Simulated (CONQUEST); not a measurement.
CsPbCl3:

```
CELL_PARAMETERS angstrom
5.60500 0.00000 0.00000
0.00000 5.60500 0.00000
0.00000 0.00000 5.60500
ATOMIC_POSITIONS crystal
Pb 0.50007 0.49867 0.50621
Cs 0.00093 0.00081 0.00692
Cl 0.50560 0.00322 0.50281
Cl 0.50076 0.50060 0.00312
Cl 0.00266 0.50333 0.49859
```

The cell isn't the ideal one: atoms moved at random, drawn with an rms of 0.05 Å.

Base run:

```yaml
Program: CONQUEST 1.3
Functional: PBE
Potentials_or_basis: PseudoDojo NC PBE, DZP, multi-site functions of range 12 bohr, grid cutoff 120 Ha
k_mesh: 5 × 5 × 5
Occupations: fermi-dirac, width 0.05 eV
Spin: no spin polarisation
```

Its results: band gap on the k mesh 2.97 eV, direct; pressure 2.0 GPa; largest force 0.104 eV/Å.

Task: After a change of settings the same cell gave: band gap on the k mesh 3.93 eV, direct; pressure 2.3 GPa; largest force 0.126 eV/Å. Which change was it?
A. potentials or basis from PseudoDojo NC PBE, DZP, multi-site functions of range 12 bohr, grid cutoff 120 Ha to PseudoDojo NC PBE, DZP, multi-site functions of range 6.5 bohr, grid cutoff 120 Ha
B. potentials or basis from PseudoDojo NC PBE, DZP, multi-site functions of range 12 bohr, grid cutoff 120 Ha to PseudoDojo NC PBE, DZP, multi-site functions of range 8 bohr, grid cutoff 120 Ha
C. potentials or basis from PseudoDojo NC PBE, DZP, multi-site functions of range 12 bohr, grid cutoff 120 Ha to PseudoDojo NC PBE, DZP, multi-site functions of range 5 bohr, grid cutoff 120 Ha
D. potentials or basis from PseudoDojo NC PBE, DZP, multi-site functions of range 12 bohr, grid cutoff 120 Ha to PseudoDojo NC PBE, DZP, multi-site functions of range 10 bohr, grid cutoff 120 Ha

Result: C.

Caveats: multi-site functions contract the basis, which raises the energy a little and makes forces and stress less exact; spin-orbit coupling is left out, which as a rule narrows the gap of such compounds by several tenths of an eV; an odd mesh through Γ misses points on the zone boundary, where band edges often lie; the basis of atomic orbitals isn't converged, which shifts pressures, moduli and gaps.
